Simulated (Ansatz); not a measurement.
Band edges of ZnS (P6_3mc)

```xyz
4
Lattice="3.7816 0.0000 0.0000 -1.8908 3.2749 0.0000 0.0000 0.0000 6.2090" Properties=species:S:1:pos:R:3 pbc="T T T"
Zn    0.0000    2.1833    0.0338
Zn    1.8908    1.0916    3.1383
S     0.0000    2.1833    2.3567
S     1.8908    1.0916    5.4611
```

Computed, not measured; unless marked otherwise by PBEsol, all-electron LAPW in Ansatz 0.2.0, scalar-relativistic. k mesh 8×8×4, fixed occupations, basis error target 1 meV/atom. The cell was relaxed by PAW under this functional.

Extrema are searched on a 10×10×6 mesh and refined by Newton steps; masses come from band slopes 0.005 Å⁻¹ away, 1/m* = (1/ħ²) d²E/dk², negative for holes (the finite step makes the lightest masses up to about 3 % heavy). k is in units of the reciprocal vectors.

(1) Where are the band edges, and is the gap direct?

(2) What are the electron masses at the edge?

(3) Several bands lie at or near the hole edge, or its surface isn't an ellipsoid. What are the masses by direction?

(4) Along the Cartesian direction x the conduction slope is 0.2124 eV·Å one step out. What is it four steps out, and what does that say?

(5) What electronic dielectric constant and refractive index follow from the same bands (independent particles)?

(6) What gap does PAW give in the same cell?

(7) Cells strained by ±0.5 % (all lengths, zz alone, equal engineering shears γ in yz, zx, xy; ions relaxed) give deformation potentials. How do the edge levels move, in eV per unit strain against the centre of the top valence set?

Results:

(1) The valence maximum lies at Gamma (0.000, 0.000, 0.000) and the conduction minimum at Gamma (0.000, 0.000, 0.000), so the Kohn-Sham gap of 2.158 eV is direct.

(2) The principal masses are 0.156, 0.179, 0.179 mₑ. One valley has a density-of-states mass (m₁m₂m₃)^(1/3) = 0.171; the direction-averaged conductivity mass 3/Σ(1/mᵢ) is 0.171 mₑ.

(3) 

```
direction  branch from the edge  its level at the point (eV from the edge)   m*/mₑ
        x                     1                                      0.000   -1.55
        x                     2                                      0.000  -0.171
        x                     3                                     -0.091   -1.34
        y                     1                                      0.000   -1.55
        y                     2                                      0.000  -0.171
        y                     3                                     -0.091   -1.34
        z                     1                                      0.000   -1.53
        z                     2                                      0.000   -1.53
        z                     3                                     -0.091  -0.142
      x+y                     1                                      0.000   -1.55
      x+y                     2                                      0.000  -0.171
      x+y                     3                                     -0.091   -1.34
      x+z                     1                                      0.000   -1.54
      x+z                     2                                      0.000  -0.309
      x+z                     3                                     -0.091  -0.256
      y+z                     1                                      0.000   -1.54
      y+z                     2                                      0.000  -0.309
      y+z                     3                                     -0.091  -0.256
    x+y+z                     1                                      0.000   -1.54
    x+y+z                     2                                      0.000  -0.244
    x+y+z                     3                                     -0.091  -0.351
```

(4) 0.8419 eV·Å, 3.965 times the first; a parabola would give 4, so the band is nearly parabolic here.

(5) ε∞ = (6.40, 6.40, 6.51), so n ≈ √ε∞ = 2.54 (mean over directions) well under the gap and the normal reflectivity is ((n − 1)/(n + 1))² = 0.189. With the conductivity mass, a hydrogenic donor screened by ε∞ alone would bind by 13.6 eV × m*/ε∞² = 56 meV; static screening by the ions makes it shallower. Local fields, left out here, lower ε∞ by several per cent.

(6) 2.154 eV, -4 meV from the LAPW value.

(7) 

```
point                 k        side  bands  level (eV)  d/dlnV  d/dε_zz    d/dγ  split/ε_zz  split/γ
Gamma    0.00 0.00 0.00     valence      2       0.000    0.00     0.00   0.00*        0.00     4.24
Gamma    0.00 0.00 0.00  conduction      1       2.158   -4.43    -7.47  -0.03*           –        –
    A   0.00 0.00 -0.50  conduction      2       3.503   -2.72     0.47   -0.03        0.00     0.08
    M   -0.50 0.00 0.00     valence      1      -0.927    1.45     0.98    3.72           –        –
    M   -0.50 0.00 0.00  conduction      1       3.509    1.09     4.59    6.79           –        –
    M   -0.50 0.50 0.00     valence      1      -0.927    1.45     0.98   -3.78           –        –
    M   -0.50 0.50 0.00  conduction      1       3.509    1.09     4.59   -6.86           –        –
    M   0.00 -0.50 0.00     valence      1      -0.927    1.45     0.98   -0.03           –        –
    M   0.00 -0.50 0.00  conduction      1       3.509    1.09     4.59   -0.03           –        –
    L  -0.50 0.00 -0.50  conduction      2       3.406    0.05    -4.13    2.00        0.00     7.53
    L  -0.50 0.50 -0.50  conduction      2       3.406    0.05    -4.13   -2.07        0.00     2.02
    L  0.00 -0.50 -0.50  conduction      2       3.406    0.05    -4.13   -0.03        0.00     5.51
```

Sets with another level within 0.15 eV are left out, since it mixes in under strain; the reference set stays in any case. Entries marked * vanish by symmetry to first order; what they show is the residue of the finite step. These cells use a basis error target of 0.5 meV/atom.

Known limits: semilocal gaps are low, and what follows the gap (onsets, screening, light masses) shifts with it; without spin-orbit coupling, bands that meet at the valence top are not the light and heavy holes of experiment; wurtzite ZnS is metastable at ambient conditions; the frozen-core PAW files of the compared runs were fitted under PBE, their cores solved anew for this functional.
